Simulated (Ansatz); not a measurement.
Write the native input for Ansatz 0.2.0 that does the following.

| Quantity | Value |
| --- | --- |
| Task | relaxation of cell and atoms |
| Functional | revPBE |
| Potentials or basis | Ansatz PAW |
| Cutoff | 420 eV (not typed: the program's choice for these potentials) |
| k mesh | 4 × 8 × 1 |
| Occupations | fermi-dirac, width 0.05 eV |
| Spin | no spin polarisation |

The system is Te2Mo, a slab with vacuum.

```
Te Mo
1.0
     6.36161    0.00000    0.00000
     0.00000    3.48040    0.00000
    -0.08574    0.00000   36.17589
Te Mo
4 2
Direct
  0.42925 0.75000 0.54070
  0.57075 0.25000 0.45930
  0.92085 0.25000 0.55653
  0.07915 0.75000 0.44347
  0.18135 0.25000 0.49747
  0.81865 0.75000 0.50253
```

These files were run (other wordings do the same):

input.yaml

```yaml
crystal:
  lattice:
    - [6.3616090156, 0.0, 0.0]
    - [0.0, 3.48040306, 0.0]
    - [-0.0857412231, 0.0, 36.1758904685]
  atoms:
    - { symbol: Te, position: [0.4292511, 0.75, 0.54070358] }
    - { symbol: Te, position: [0.5707489, 0.25, 0.45929642] }
    - { symbol: Te, position: [0.92084787, 0.25, 0.55652732] }
    - { symbol: Te, position: [0.07915213, 0.75, 0.44347268] }
    - { symbol: Mo, position: [0.18134756, 0.25, 0.49746537] }
    - { symbol: Mo, position: [0.81865244, 0.75, 0.50253463] }
hamiltonian:
  xc: revpbe
  pseudopotentials: { kind: paw }
kpoints:
  mp_grid: { grid: [4, 8, 1] }
scf:
  occupations: { method: fermi_dirac, width: 0.05 }
output:
  forces: true
  stress: true
  write_density: true
  write_potential: true
  elf: true
  volumetric_format: npy
relax:
  f_tol: 0.01
  max_steps: 40
  cell: { stress_tol: 0.05 }
```

Potentials or basis: Ansatz PAW.

Launch:

```sh
$ ansatz run input.yaml --threads 2 --pin off --max-ram 5632MiB --backend cpu --events-out ev --progress --plain --runs-dir out
```

Results of the run:

```yaml
Relaxed_volume: 134.91 Å³/atom
Relaxed_cell: a = 6.415 Å, b = 3.489 Å, c = 36.163 Å, α = 90.00°, β = 90.12°, γ = 90.00°
Space_group_after_relaxing_to_0.05_Å: P2_1/m (No. 11)
Energy_gained_by_relaxing: 3.3 meV/atom
Ionic_steps: 5
Band_gap_on_the_k_mesh: none (metal or under the smearing width)
```

Caveat: the plane-wave basis is chosen anew once the cell has moved, so the energies of steps on either side of that aren't comparable; the PAW data sets come from PBE, with cores solved anew for the run's functional, which leaves a small shift of forces and pressure.

Wall time 3.6 min on 2 threads of Intel(R) Xeon(R) Processor @ 2.50GHz (Skylake/Cascade Lake), on a shared host, peak memory 1.4 GiB.
